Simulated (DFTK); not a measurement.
Write the native input for DFTK 0.8.2 that does the following.

```yaml
Task: single point
Functional: PBE
Potentials_or_basis: dojo.nc.sr.pbe.v0_4_1.standard.upf (PBE)
Cutoff: 1088 eV
k_mesh: 9 × 6 × 6
Occupations: fermi-dirac, width 0.05 eV
Spin: no spin polarisation
Valence_electrons: Sb 15
SCF_tolerance_on_the_density: 1e-06
```

Crystal: Sb.

```
CELL_PARAMETERS angstrom
3.12240 0.00000 0.00000
0.00000 4.34752 0.00000
-0.03891 0.00000 4.40585
ATOMIC_POSITIONS crystal
Sb 0.01139 0.25000 0.24117
Sb 0.98861 0.75000 0.75883
```

This isn't the form of Sb at room conditions, which is rhombohedral.

The input as run:

run.jl

```julia
using DFTK
using PseudoPotentialData
using Unitful, UnitfulAtomic
using LinearAlgebra, Printf
include("save.jl")
disable_threading()

# lattice vectors are the columns
lattice = austrip(1u"Å") * [      3.122402            0.0      -0.038915;
                      0.0       4.347518            0.0;
                      0.0            0.0       4.405852]
symbols   = [:Sb, :Sb]
positions = [[0.011389, 0.25, 0.241166],
             [0.988611, 0.75, 0.758834]]
pseudopotentials = PseudoFamily("dojo.nc.sr.pbe.v0_4_1.standard.upf")
elements = Dict(s => ElementPsp(s, pseudopotentials) for s in unique(symbols))
atoms    = [elements[s] for s in symbols]

build_model(lattice, positions; symmetries=true) =
    model_DFT(lattice, atoms, positions;
              functionals=PBE(),
              temperature=austrip(0.05u"eV"),
              smearing=Smearing.FermiDirac(),
              symmetries)
Ecut  = 40.0  # hartree
kgrid = [9, 6, 6]
tol   = 1e-6
to_GPa = ustrip(uconvert(u"GPa", 1u"hartree/bohr^3"))

model = build_model(lattice, positions)
basis = PlaneWaveBasis(model; Ecut, kgrid)
display(basis)
scfres = self_consistent_field(basis;
                               tol,
                               nbandsalg=AdaptiveBands(model; n_bands_converge=20))
display(scfres.energies)
@printf "Fermi level: %.6f eV\n" ustrip(auconvert(u"eV", something(scfres.εF, NaN)))
forces = compute_forces_cart(scfres)
println("Forces (eV/Å)")
for (s, f) in zip(symbols, forces)
    @printf "%-3s %12.6f %12.6f %12.6f\n" s ustrip.(auconvert.(u"eV/Å", f))...
end
stress = compute_stresses_cart(scfres)
println("Stress (GPa)")
display(round.(stress * to_GPa; digits=4))
println("Levels at the first k-point (eV): ", round.(ustrip.(auconvert.(u"eV", scfres.eigenvalues[1][1:scfres.n_bands_converge])); digits=4))
save_scf!(scfres; forces, stress)
```

Potentials or basis: dojo.nc.sr.pbe.v0_4_1.standard.upf (PBE).

Run with:

```console
$ julia --threads=1 run.jl  # save.jl only writes the numbers to a file and isn't shown; printed stress counts tension as positive; times include loading and compiling
```

It gave:

- Pressure: 0.4 GPa
- Largest force: 0.061 eV/Å
- Band gap on the k mesh: none (metal or under the smearing width)

It took 19 min on 1 thread of AMD EPYC 7571, on a shared host, peak memory 3 GiB.
